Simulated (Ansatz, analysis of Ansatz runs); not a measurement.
# A defect in a sheet: V_Pt in monolayer PtS2, part 3 of 3

We look for the structure, spin, formation energy and gap states of neutral V_Pt in monolayer PtS2. Model: a cell of 48 host atoms with 1 Pt taken out.

Ansatz 0.2.0; plane-wave PAW DFT, LDA and PBEsol; supercells relaxed in a periodic cell with vacuum, the primitive cell and the final single points with the Coulomb interaction cut along the normal.

So far. Step 4 (Band edges against the vacuum level): The band edges were searched for over the zone, on the density of this mesh. The valence top lies 6.49 eV and the conduction bottom 4.74 eV below the vacuum level: a gap of 1.74 eV. Step 5 (Relaxing the neutral defect): With the common shift of the atoms taken out, the largest displacement is 0.70 Å, and the sheet with its defect is 0.52 Å thicker than the perfect one.

**6. Energies and states on the vacuum scale**

Level of this step: plane-wave PAW DFT, LDA, Coulomb cut-off along the normal; single point of a defect in a monolayer on the structure relaxed with LDA (Ansatz).

Single points with the cut-off give energies without the images along the normal, and levels against the vacuum; the images in the plane remain.

The cell differs from the one that the last finished run ended in (c 16.000 → 32.000 Å).

The input, q0.point.lda/input.yaml:

```yaml
crystal:
  lattice:
    - [14.05350029, 0.0, 0.0]
    - [-7.02675014, 12.17068826, 0.0]
    - [0.0, 0.0, 32.0]
  atoms:
    - { symbol: Pt, position: [0.08330349, 0.16579433, 0.50059642] }
    - { symbol: S, position: [0.242691, -0.00629044, 0.53699211] }
[... 14 atom lines left out ...]
    - { symbol: S, position: [0.50282514, 0.27870366, 0.51956797] }
    - { symbol: S, position: [0.43876519, 0.32439383, 0.4677279] }
[... 1 atom line left out ...]
    - { symbol: S, position: [0.53104098, 0.50879632, 0.53232497] }
[... 8 atom lines left out ...]
    - { symbol: S, position: [0.68760358, 0.3358665, 0.45410014] }
[... 1 atom line left out ...]
    - { symbol: S, position: [0.76848345, 0.49756973, 0.54601499] }
    - { symbol: S, position: [0.64081448, 0.55456099, 0.48050141] }
[... 14 atom lines left out ...]
    - { symbol: S, position: [0.90244471, 0.82226453, 0.46495778] }
  periodic: [true, true, false]
basis:
  ecutwfc: 420
  xc_grid: 2
hamiltonian:
  xc: lda
kpoints:
  mp_grid: { grid: [1, 1, 1] }
scf:
  occupations: { method: fermi_dirac, width: 0.01 }
  max_iter: 60
output:
  forces: true
  eigenvalues: true
  eigenstates: { localisation: true }
  populations: true
  band_densities: [{ bands: [v1, v1] }, { bands: [c1, c1] }]
  dos: { e_range: [-4, 4], de: 0.05, method: smearing }
  write_density: true
  write_potential: true
  volumetric_format: npy
checkpoint:
  write: "../q0.point.lda.run"
  compress: false
  write_wavefunctions: false
  write_every: 100000
```

On the command line:

```
$ ansatz run input.yaml --threads 4 --pin off --max-ram 10362MiB --backend cpu --events-out ev --progress --plain --runs-dir out
```

Numbers of over 12 decimals in the logs are rounded to 6 here.

Log:

```text
[...]
Crystal: 47 atoms, lattice volume = 5473.305 Å³
Basis set: ecut = 420 eV, 107069 PW (Γ), exchange–correlation on 192×192×432 points (8 copies of the dense FFT grid, shifted against one another)
Bands: 278, of which v1, the nominal top of the filled ones, is band 231 counted from 1 (230 counted from 0)
Symmetry: 1 space group operations
[...]
k-points: 1
[...]
SCF iter   1: F=—  HF=-211512.739764 eV  |F-HF|=—  |Δ(HF+E_count)|=         —  Δρ=2.77e-3  dr2=5.73e-1  ethr=1.77e-3  ⟨swp⟩=12.0  Hψ=1839  notcnv=0  defer=14
[...]
SCF iter  13: F=-211512.644171 eV  HF=-211512.644171 eV  |F-HF|=2.34e-8  |Δ(HF+E_count)|=   5.42e-8  Δρ=6.11e-7  dr2=5.83e-8  ethr=2.16e-11  ⟨swp⟩=49.0  Hψ=3805  notcnv=0
SCF 1 converged in 13 iterations: F = -211512.644171 eV  dr2 = 5.83e-8
[...]
SCF converged after 13 iterations
Free energy (F): -211512.644171 eV
[...]
Internal energy: -211512.644171 eV  (E = F + TS)
E sigma→0 (E₀):  -211512.644171 eV
Fermi energy:    -5.328008 eV
[...]
--- Forces (eV/Å), atoms counted from 1 ---
  atom   1  Pt     0.00415941     0.00003576     0.00264590
  atom   2  S      0.00191333    -0.00067379     0.00413750
  [... 13 atoms left out ...]
  atom  16  Pt    -0.01849612     0.00082803    -0.00458404
  atom  17  S      0.00230471     0.00168919     0.00030983
  atom  18  S     -0.00004436     0.00125569     0.00207874
  [... 1 atom left out ...]
  atom  20  S     -0.00110609     0.00432963     0.00149195
  [... 4 atoms left out ...]
  atom  25  Pt    -0.00628391    -0.00017860     0.00165638
  [... 3 atoms left out ...]
  atom  29  S     -0.00536552     0.00175890     0.00284117
  [... 1 atom left out ...]
  atom  31  S     -0.00304588    -0.00115085    -0.00355337
  atom  32  S      0.00272285     0.00282295    -0.00021389
  [... 6 atoms left out ...]
  atom  39  Pt     0.00878081    -0.00481024    -0.00435285
  [... 2 atoms left out ...]
  atom  42  Pt    -0.01836594    -0.00283370    -0.00079810
  [... 5 atoms left out ...]
  max |Σ_I F_I| component: 1.53e-5 eV/Å
--- Band table (eV) ---
[...]
° read free of the cell's end (the report's vacuum.weakly_bound_levels)
--- Löwdin populations: 47 sites ---
  site symbol       q [e]
     0     Pt     17.3327
     1      S      6.1875
  [... 13 atoms left out ...]
    15     Pt     17.3718
    16      S      5.9623
    17      S      5.9803
  [... 1 atom left out ...]
    19      S      5.9802
  [... 4 atoms left out ...]
    24     Pt     17.3363
  [... 3 atoms left out ...]
    28      S      6.3596
  [... 1 atom left out ...]
    30      S      6.3597
    31      S      5.9626
  [... 6 atoms left out ...]
    38     Pt     17.3002
  [... 2 atoms left out ...]
    41     Pt     17.3363
  [... 5 atoms left out ...]
  spilling = 0.008548 (of n_electrons = 462.000000)
--- Band densities, each state counted as filled ---
  window                                       electrons  max residual (eV)  cut levels
  bands: [v1, v1]                               2.000000             2.1e-9           0
  bands: [c1, c1]                               2.000000             1.9e-4           0
```

Wall time 1.9 min (4 threads of Arm Neoverse V1, shared host); peak memory 4.3 GiB.

With the cut-off the largest force on the relaxed structure is 0.019 eV/Å, so the structure stays at rest.

From eigenstates.tsv, first k-point; energies on the run's zero. The participation number counts the atoms that a state is spread over, of 47; bands count from 0.

```
spin  band  energy (eV)  occupation  participation  largest share on  share
both   225       -6.597        2.00           27.9              Pt39   0.08
both   226       -6.532        2.00           36.5               S21   0.05
both   227       -6.489        2.00           20.7               S41   0.12
both   228       -6.482        2.00           24.0               S15   0.09
both   229       -5.926        2.00            4.4               S29   0.33
both   230       -5.648        2.00            6.0               S31   0.27
both   231       -5.008        0.00           16.8              Pt16   0.12
both   232       -4.969        0.00           24.8              Pt16   0.11
both   233       -4.805        0.00           25.7               S18   0.07
both   234       -4.796        0.00           31.6              Pt16   0.06
both   235       -4.727        0.00           29.8               Pt1   0.05
```

Under LDA at the zone centre alone, the highest filled state is spread over 6 of 47 atoms, and the lowest empty one, 0.64 eV above it, is spread over 17 of 47 atoms.

Löwdin populations of the atoms near the centre, and their excess over far atoms of the same element, which can also hold differences between inequivalent host sites (the log counts sites from 0):

```
atom  distance from the centre (Å)  electrons  excess
 S32                          1.80      5.963  -0.245
 S17                          1.80      5.962  -0.245
 S20                          2.06      5.980  -0.227
 S18                          2.06      5.980  -0.227
 S29                          2.69      6.360   0.152
 S31                          2.70      6.360   0.152
Pt16                          3.29     17.372   0.036
Pt25                          3.37     17.336   0.000
```

Smooth density of the highest filled band in the ca plane at fractional y = 0.417, through the centre, with atoms of Pt within 0.45 Å of it.

Values in units of 1e-2 Å⁻³, 13 rows by 16 columns, each cell a mean:
```
0.0 0.0 0.0 0.0 0.0 0.0 0.2 0.2 0.2 0.3 0.0 0.0 0.0 0.0 0.0 0.0
0.0 0.0 0.0 0.0 0.0 0.0 0.3 4.7 9.9 0.5 0.0 0.0 0.0 0.0 0.0 0.0
0.0 0.0 0.0 0.0 0.0 0.1 0.2 4.8 8.0 0.3 0.2 0.0 0.0 0.0 0.0 0.0
0.0 0.0 0.0 0.0 0.0 0.2 1.9 1.1 1.0 2.1 0.4 0.0 0.0 0.0 0.0 0.0
0.0 0.0 0.0 0.0 0.0 0.4 2.5 1.6 1.3 2.6 0.7 0.0 0.0 0.0 0.0 0.0
0.0 0.0 0.0 0.0 0.0 0.1 0.2 0.1 0.1 0.2 0.1 0.0 0.0 0.0 0.0 0.0
0.0 0.0 0.0 0.0 0.0 0.0 0.1 0.0 0.0 0.1 0.0 0.0 0.0 0.0 0.0 0.0
0.0 0.0 0.0 0.0 0.0 0.0 0.0 0.1 0.1 0.0 0.0 0.0 0.0 0.0 0.0 0.0
0.0 0.0 0.0 0.0 0.0 0.0 0.0 0.4 0.4 0.1 0.0 0.0 0.0 0.0 0.0 0.0
0.0 0.0 0.0 0.0 0.0 0.0 0.0 0.0 0.0 0.0 0.0 0.0 0.0 0.0 0.0 0.0
0.0 0.0 0.0 0.0 0.0 0.0 0.0 0.0 0.0 0.0 0.0 0.0 0.0 0.0 0.0 0.0
0.0 0.0 0.0 0.0 0.0 0.0 0.0 0.3 0.4 0.0 0.0 0.0 0.0 0.0 0.0 0.0
0.0 0.0 0.0 0.0 0.0 0.0 0.0 0.1 0.1 0.0 0.0 0.0 0.0 0.0 0.0 0.0
```
Columns run along c (16.0 Å, from fractional 0.25 to 0.75 of the cell), rows up along a (14.1 Å). Atoms in or near the plane, at fractional coordinates: Pt at (0.50, 0.09), Pt at (0.50, 0.35), Pt at (0.50, 0.84).

Smooth density of the lowest empty band in the ca plane at fractional y = 0.417, through the centre, with atoms of Pt within 0.45 Å of it.

Values in units of 1e-2 Å⁻³, 13 rows by 16 columns, each cell a mean:
```
0.0 0.0 0.0 0.0 0.0 0.0 0.0 0.0 0.0 0.0 0.0 0.0 0.0 0.0 0.0 0.0
0.0 0.0 0.0 0.0 0.0 0.0 0.0 0.3 0.3 0.1 0.0 0.0 0.0 0.0 0.0 0.0
0.0 0.0 0.0 0.0 0.0 0.0 0.0 0.3 0.4 0.0 0.0 0.0 0.0 0.0 0.0 0.0
0.0 0.0 0.0 0.0 0.0 0.0 0.1 0.0 0.0 0.1 0.0 0.0 0.0 0.0 0.0 0.0
0.0 0.0 0.0 0.0 0.0 0.0 0.0 0.1 0.0 0.0 0.0 0.0 0.0 0.0 0.0 0.0
0.0 0.0 0.0 0.0 0.0 0.0 0.2 0.4 0.3 0.3 0.0 0.0 0.0 0.0 0.0 0.0
0.0 0.0 0.0 0.0 0.0 0.0 0.5 1.4 1.1 1.0 0.0 0.0 0.0 0.0 0.0 0.0
0.0 0.0 0.0 0.0 0.0 0.0 0.1 1.7 2.1 0.3 0.1 0.0 0.0 0.0 0.0 0.0
0.0 0.0 0.0 0.0 0.0 0.0 0.1 4.8 6.5 0.2 0.0 0.0 0.0 0.0 0.0 0.0
0.0 0.0 0.0 0.0 0.0 0.0 0.1 0.5 0.4 0.2 0.0 0.0 0.0 0.0 0.0 0.0
0.0 0.0 0.0 0.0 0.0 0.1 0.1 0.3 0.2 0.1 0.1 0.0 0.0 0.0 0.0 0.0
0.0 0.0 0.0 0.0 0.0 0.1 0.1 0.1 0.1 0.1 0.1 0.0 0.0 0.0 0.0 0.0
0.0 0.0 0.0 0.0 0.0 0.0 0.0 0.0 0.0 0.0 0.0 0.0 0.0 0.0 0.0 0.0
```
Columns run along c (16.0 Å, from fractional 0.25 to 0.75 of the cell), rows up along a (14.1 Å). Atoms in or near the plane, at fractional coordinates: Pt at (0.50, 0.09), Pt at (0.50, 0.35), Pt at (0.50, 0.84).

Valence density in the ca plane at fractional y = 0.417, through the centre, with atoms of Pt within 0.45 Å of it. It is the smooth field of the valence electrons, not physical close to the nuclei.

Ten steps, logarithmic in the rise over the least value, from '0' (0 e/Å³) to '9' (11 e/Å³), each cell a mean:
```
00000000000000001233322233321000000000000000
00000000000000001233333333221000000000000000
00000000000000000123577642110000000000000000
00000000000000000124799963100000000000000000
00000000000000001124689853210000000000000000
00000000000000011233345433321000000000000000
00000000000000012333221223332100000000000000
00000000000000011222110122221000000000000000
00000000000000000111100011110000000000000000
00000000000000000000000000000000000000000000
00000000000000000011111111100000000000000000
00000000000000000122211222210000000000000000
00000000000000000122222222210000000000000000
00000000000000000122344332100000000000000000
00000000000000000023688752100000000000000000
00000000000000000124799963100000000000000000
00000000000000000123678752100000000000000000
00000000000000001123333333210000000000000000
00000000000000001233322233321000000000000000
00000000000000001223333333210000000000000000
00000000000000000123577642100000000000000000
00000000000000000124799963100000000000000000
00000000000000000124688753100000000000000000
00000000000000001223344433210000000000000000
```
Columns run along c (16.0 Å, from fractional 0.25 to 0.75 of the cell), rows up along a (14.1 Å). Atoms in or near the plane, at fractional coordinates: Pt at (0.50, 0.09), Pt at (0.50, 0.35), Pt at (0.50, 0.84).

Formation energy from total energies, with Pt (fcc) as references:

| total moment (μB) | formation energy (eV) |
| --- | --- |
| 0 | 4.28 |
| 2 | 4.48 |

At the limits that the elements set: 4.28 eV (Pt-rich) and 3.11 eV (S-rich); other compounds of these elements are not counted.

Levels in the gap that spread over about a quarter of the atoms at most (wider ones, and those within about 0.1 eV of an edge, are left out):

```
spin  occupation  above the perfect sheet's valence top (eV)  atoms it spreads over
both        2.00                                        0.56                    4.4
both        2.00                                        0.84                    6.0
```

**7. The same structures under PBEsol**

PBEsol on the structures relaxed with LDA shows how much of the energy belongs to the functional at a fixed structure; lattice and atoms are not at rest under it.

q0.point.pbesol/input.yaml, as its differences from q0.point.lda/input.yaml of step 6:

```diff
@@ -25,3 +25,3 @@
 hamiltonian:
-  xc: lda
+  xc: pbesol
 kpoints:
@@ -34,11 +34,4 @@
   eigenvalues: true
-  eigenstates: { localisation: true }
-  populations: true
-  band_densities: [{ bands: [v1, v1] }, { bands: [c1, c1] }]
-  dos: { e_range: [-4, 4], de: 0.05, method: smearing }
-  write_density: true
-  write_potential: true
-  volumetric_format: npy
 checkpoint:
-  write: "../q0.point.lda.run"
+  write: "../q0.point.pbesol.run"
   compress: false
```

Log:

```text
[...]
Crystal: 47 atoms, lattice volume = 5473.305 Å³
Basis set: ecut = 420 eV, 107069 PW (Γ), exchange–correlation on 192×192×432 points (8 copies of the dense FFT grid, shifted against one another)
Bands: 278, of which v1, the nominal top of the filled ones, is band 231 counted from 1 (230 counted from 0)
Symmetry: 1 space group operations
[...]
k-points: 1
[...]
SCF iter   1: F=—  HF=-214088.319370 eV  |F-HF|=—  |Δ(HF+E_count)|=         —  Δρ=2.20e-3  dr2=4.85e-1  ethr=1.77e-3  ⟨swp⟩=12.0  Hψ=1823  notcnv=0  defer=13
[...]
SCF iter  13: F=-214088.244548 eV  HF=-214088.244548 eV  |F-HF|=8.44e-10  |Δ(HF+E_count)|=   2.59e-7  Δρ=6.19e-7  dr2=5.31e-8  ethr=2.16e-11  ⟨swp⟩=37.0  Hψ=2421  notcnv=0
SCF 1 converged in 13 iterations: F = -214088.244548 eV  dr2 = 5.31e-8
[...]
SCF converged after 13 iterations
Free energy (F): -214088.244548 eV
[...]
Internal energy: -214088.244548 eV  (E = F + TS)
E sigma→0 (E₀):  -214088.244548 eV
Fermi energy:    -5.119407 eV
[...]
--- Forces (eV/Å), atoms counted from 1 ---
  atom   1  Pt     0.00205137    -0.00019790     0.00354709
  atom   2  S      0.00407750    -0.00261994     0.25742191
  [... 13 atoms left out ...]
  atom  16  Pt     0.00262513     0.00080361    -0.00454441
  atom  17  S      0.00475919     0.08825139     0.15775394
  atom  18  S      0.05717964     0.06004724    -0.18879727
  [... 1 atom left out ...]
  atom  20  S      0.05596507    -0.05441804     0.19232066
  [... 4 atoms left out ...]
  atom  25  Pt    -0.01759984    -0.01042586     0.00887942
  [... 3 atoms left out ...]
  atom  29  S     -0.07560962     0.04642162    -0.21978699
  [... 1 atom left out ...]
  atom  31  S     -0.07333589    -0.04587914     0.21924873
  atom  32  S      0.00528404    -0.08343580    -0.15766495
  [... 6 atoms left out ...]
  atom  39  Pt     0.02544246    -0.00483901    -0.00431916
  [... 2 atoms left out ...]
  atom  42  Pt    -0.02983373     0.00721525    -0.00817173
  [... 5 atoms left out ...]
  max |Σ_I F_I| component: 8.62e-5 eV/Å
--- Band table (eV) ---
[...]
° read free of the cell's end (the report's vacuum.weakly_bound_levels)
```

The job ended after 89 s (4 threads; peak memory 4.7 GiB).

Formation energy from total energies, with Pt (fcc) as references:

```csv
total moment (μB),formation energy (eV)
0,4.19
2,4.32
```

At the limits that the elements set: 4.19 eV (Pt-rich) and 3.01 eV (S-rich); other compounds of these elements are not counted.

Against LDA the formation energy goes from 4.28 to 4.19 eV.

**8. Outcome**

```
valence top of the perfect sheet below vacuum                               : 6.49 eV
gap of the perfect sheet (LDA)                                              : 1.74 eV
largest displacement, common shift taken out                                : 0.70 Å
atoms nearest to the centre                                                 : S 1.80, S 1.80, S 2.06, S 2.06, S 2.69, S 2.70 Å
formation energy, elements as references (LDA)                              : 4.28 eV
formation energy, elements as references (PBEsol)                           : 4.19 eV
moment of the lowest state among those obtained                             : 0 μB
levels over 0.1 eV inside the gap, on about a quarter of the atoms or fewer : 2
further levels over 0.1 eV inside the gap, spread wider                     : 2
```

Under LDA the neutral defect costs 4.28 eV against the perfect sheet and the elements' reference phases, lowest with the moment held at 0 μB; the state with 2 μB lies 0.19 eV higher. The two ended in unlike structures (atoms up to 1.0 Å apart), and neither moment was tried on the other's structure, so this difference is not that of the spin alone. 2 localised Kohn–Sham levels lie inside the gap, counting those on about a quarter of the atoms or fewer and clear of the band edges; the highest filled one is 0.84 eV above the valence top. 2 more levels lie inside the gap, spread over more atoms. Across LDA and PBEsol the formation energy spans 0.09 eV on one structure. Keep in mind: the images lie 14.1 Å apart in the plane; semilocal functionals make the gap too small and spread bound carriers; Kohn–Sham levels are not transition levels, and excitons, strong in sheets, are left out; spin–orbit coupling, which matters for the heavy atoms here, is left out; a free-standing sheet, no substrate.

[Logs are printed without paths, hosts, clocks, repeated set-up lines and the standing remarks that a program may print on its own settings, such as how far it seeks lower states.]

[Hosts, paths, dates, database ids (printed as entryN), source tags and the programs' standing remarks are cut or masked in the printed files.]

[Maps of the electrostatic potential energy from Ansatz leave out the sawtooth potential of an applied field or a dipole correction, so their vacuum need not be flat.]
